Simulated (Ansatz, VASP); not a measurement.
## Two plane-wave programs on F

File INCAR:

```
SYSTEM = F
PREC = Accurate
ENCUT = 520
EDIFF = 1E-6
ISMEAR = 0
SIGMA = 0.05
LREAL = .FALSE.
LASPH = .TRUE.
NELM = 80
ALGO = Normal
ISIF = 2
LWAVE = .FALSE.
LCHARG = .FALSE.
GGA = PS
NBANDS = 22
```

KPOINTS

```
regular mesh
0
G
  4 4 2
  0 0 0
```

Contents of POSCAR:

```
F
1.0
    2.9801222909     -1.7127784174     -0.2298527401
    2.9801222909      1.7127784174     -0.2298527401
   -2.2408243099      0.0000000000      6.8592084052
F
4
Direct
    0.0848459664      0.0848459664      0.0860117137
    0.9151540336      0.9151540336      0.9139882863
    0.5015719855      0.5015719855      0.5937195244
    0.4984280145      0.4984280145      0.4062804756
```

Input for Ansatz:

```yaml
crystal:
  lattice:
    - [2.9801222909, -1.7127784174, -0.2298527401]
    - [2.9801222909, 1.7127784174, -0.2298527401]
    - [-2.2408243099, 0.0, 6.8592084052]
  atoms:
    - { symbol: F, position: [0.0848459664, 0.0848459664, 0.0860117137] }
    - { symbol: F, position: [0.9151540336, 0.9151540336, 0.9139882863] }
    - { symbol: F, position: [0.5015719855, 0.5015719855, 0.5937195244] }
    - { symbol: F, position: [0.4984280145, 0.4984280145, 0.4062804756] }
basis:
  ecutwfc: 520.0
kpoints:
  mp_grid: { grid: [4, 4, 2] }
hamiltonian:
  xc: pbesol
scf:
  occupations: { method: gaussian, width: 0.05 }
output:
  forces: true
  stress: true
  eigenvalues: true
```

Alike in both runs: task single point; functional PBEsol; k mesh 4 × 4 × 2; occupations gaussian, width 0.05 eV; no spin polarisation.

|  | VASP | Ansatz |
| --- | --- | --- |
| version | VASP 6.6.1 | Ansatz 0.2.0 |
| potentials or method | VASP PAW PBE potentials, release 64 (F) | scalar-relativistic, plane waves, PAW |
| plane-wave cutoff (eV) | 520 | 520 |
| valence electrons in the cell | 28 | 28 |

|  | VASP | Ansatz | Ansatz less VASP |
| --- | --- | --- | --- |
| gap on the k mesh at the Fermi level (eV) | 3.68 | 3.77 | +0.090 |
| least direct gap on the mesh (eV) | 3.74 | 3.83 | +0.090 |
| pressure (GPa) | 11.3 | 10.3 | -1.07 |
| largest component of the traceless stress (GPa) | 16.40 | 13.97 | -2.433 |
| rms of the force components (eV/Å) | 3.680 | 3.192 | -0.4877 |

Atom by atom the forces differ by 0.495 eV/Å (rms over components).

Caveats: the k mesh is coarse (spacing up to 0.54 Å⁻¹), so the values aren't converged; the PAW data sets were made with another functional, which shifts forces and pressure a little (VASP). A k mesh can miss the band edges.
